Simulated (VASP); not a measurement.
# Mg: molecular dynamics at constant energy

Mg, I4/mmm (no. 139), 16 atoms in the cell. PBE, molecular dynamics; PAW potentials Mg (PBE set).

Ensemble: NVE; Starting temperature (K): 1000.

## Input

INCAR:
```
GGA = PE ; PREC = Normal
ENCUT = 200 ; EDIFF = 1E-6
NELMIN = 4 ; NELM = 60
ALGO = Fast ; LREAL = Auto
LASPH = True ; ISMEAR = -1
SIGMA = 0.05 ; ISYM = 0
LWAVE = False ; LCHARG = False
IBRION = 0 ; NSW = 60
POTIM = 2.0 ; TEBEG = 1000
ISIF = 2 ; RANDOM_SEED = 234725 0 0
MDALGO = 1 ; ANDERSEN_PROB = 0.0
KPAR = 2
```

KPOINTS:
```
k-points
0
Monkhorst-Pack
  2 2 2
```

POSCAR:
```
Mg
1.0
    7.3439665200      0.0000000000      0.0000000000
    0.0000000000      7.3439665200      0.0000000000
    0.0000000000      0.0000000000      6.7176160800
Mg
16
Direct
    0.0000000000      0.0000000000      0.0000000000
    0.0000000000      0.0000000000      0.5000000000
    0.0000000000      0.5000000000      0.0000000000
    0.0000000000      0.5000000000      0.5000000000
    0.5000000000      0.0000000000      0.0000000000
    0.5000000000      0.0000000000      0.5000000000
    0.5000000000      0.5000000000      0.0000000000
    0.5000000000      0.5000000000      0.5000000000
    0.2500000000      0.2500000000      0.2500000000
    0.2500000000      0.2500000000      0.7500000000
    0.2500000000      0.7500000000      0.2500000000
    0.2500000000      0.7500000000      0.7500000000
    0.7500000000      0.2500000000      0.2500000000
    0.7500000000      0.2500000000      0.7500000000
    0.7500000000      0.7500000000      0.2500000000
    0.7500000000      0.7500000000      0.7500000000
```

Commands:
```
cat potpaw_PBE.64/Mg/POTCAR > POTCAR
mpirun -np 2 vasp_std > vasp.out
```

## Result

- Rise of the mean potential energy above the start (meV/atom): 58.2
- Mean temperature (K): 520
- Electronic steps per ionic step after the first: 4.0

Course of the run:

| Time (fs) | Temperature (K) | Potential energy less the first (meV/atom) |
|---|---|---|
| 2 | 1000 | 0.0 |
| 12 | 911 | 10.7 |
| 20 | 737 | 31.9 |
| 30 | 482 | 62.8 |
| 38 | 337 | 80.4 |
| 48 | 288 | 86.4 |
| 56 | 325 | 81.9 |
| 66 | 389 | 74.1 |
| 74 | 423 | 70.0 |
| 84 | 451 | 66.6 |
| 92 | 481 | 62.9 |
| 102 | 529 | 57.1 |
| 110 | 555 | 53.9 |
| 120 | 536 | 56.2 |

The mean temperature lies below the starting 1000 K, since the atoms start on their sites and part of their kinetic energy turns into potential energy.

REPORT:
```
MDALGO =   1
         ANDERSEN_PROB =  0.00000000
               SCALING =       0
                 CNEXP =     9.000   14.000
           RANDOM_SEED =            234725                0                0

   original number of atomic DOF:         45
   number of independent constraints:      0
   number of active DOF:                  45

========================================
         MD step No.       1
========================================

  Atomic velocities initialized by STEP_tb

  >Energies
                    E_tot             E_pot             E_kin               EPS                ES
   e_b>   -0.21781860E+02   -0.23720772E+02    0.19389118E+01    0.00000000E+00    0.00000000E+00

  >Temperature
               T_sim     T_inst
   tmprt>   1000.000   1000.000

  >Thermostat, num. of collisions:                0

           RANDOM_SEED =            234725              192                0

[... steps left out ...]

========================================
         MD step No.      60
========================================

  >Energies
                    E_tot             E_pot             E_kin               EPS                ES
   e_b>   -0.21781034E+02   -0.22821097E+02    0.10400631E+01    0.00000000E+00    0.00000000E+00

  >Temperature
               T_sim     T_inst
   tmprt>   1000.000    536.416

  >Thermostat, num. of collisions:                0

           RANDOM_SEED =            234725             5856                0
```

OSZICAR:
```
N       E                     dE             d eps       ncg     rms          rms(c)
DAV:   1     0.107546540516E+02    0.10755E+02   -0.53051E+03   200   0.430E+02
DAV:   2    -0.223524871002E+02   -0.33107E+02   -0.30122E+02   237   0.647E+01
DAV:   3    -0.238219714713E+02   -0.14695E+01   -0.14086E+01   272   0.122E+01
DAV:   4    -0.238363113167E+02   -0.14340E-01   -0.14323E-01   208   0.144E+00
DAV:   5    -0.238364516739E+02   -0.14036E-03   -0.14034E-03   271   0.131E-01    0.261E+00
RMM:   6    -0.237832780001E+02    0.53174E-01   -0.28550E-03   200   0.333E-01    0.167E+00
RMM:   7    -0.237206447810E+02    0.62633E-01   -0.15292E-02   200   0.684E-01    0.847E-02
RMM:   8    -0.237207735873E+02   -0.12881E-03   -0.79216E-04   200   0.157E-01    0.185E-02
RMM:   9    -0.237207715577E+02    0.20296E-05   -0.70559E-05   200   0.477E-02    0.214E-03
RMM:  10    -0.237207720826E+02   -0.52490E-06   -0.13922E-05   188   0.209E-02    0.132E-03
RMM:  11    -0.237207720014E+02    0.81194E-07   -0.23214E-06   152   0.875E-03
      1 T=  1000. E= -.21781860E+02 F= -.23720772E+02 E0= -.23650966E+02  EK= 0.19389E+01 SP= 0.00E+00 SK= 0.00E+00
[... left out ...]
     58 T=   553. E= -.21780997E+02 F= -.22852761E+02 E0= -.22797629E+02  EK= 0.10718E+01 SP= 0.00E+00 SK= 0.00E+00
     59 T=   546. E= -.21781021E+02 F= -.22839943E+02 E0= -.22784792E+02  EK= 0.10589E+01 SP= 0.00E+00 SK= 0.00E+00
[... last step whole ...]
       N       E                     dE             d eps       ncg     rms          rms(c)
DAV:   1    -0.228210961974E+02    0.18847E-01   -0.13479E-03   223   0.280E-01    0.582E-04
RMM:   2    -0.228210971661E+02   -0.96869E-06   -0.93602E-06   200   0.137E-02    0.362E-04
RMM:   3    -0.228210972213E+02   -0.55275E-07   -0.57973E-07   109   0.386E-03    0.271E-04
RMM:   4    -0.228210972314E+02   -0.10062E-07   -0.69371E-08    71   0.147E-03
     60 T=   536. E= -.21781034E+02 F= -.22821097E+02 E0= -.22765923E+02  EK= 0.10401E+01 SP= 0.00E+00 SK= 0.00E+00
```

Limits: 120 fs of 16 atoms are too short for converged averages.

VASP 6.6.1 took 556 s on 2 cores (Intel Xeon Platinum 8124M @ 3.00GHz (Skylake/Cascade Lake)), a shared host.
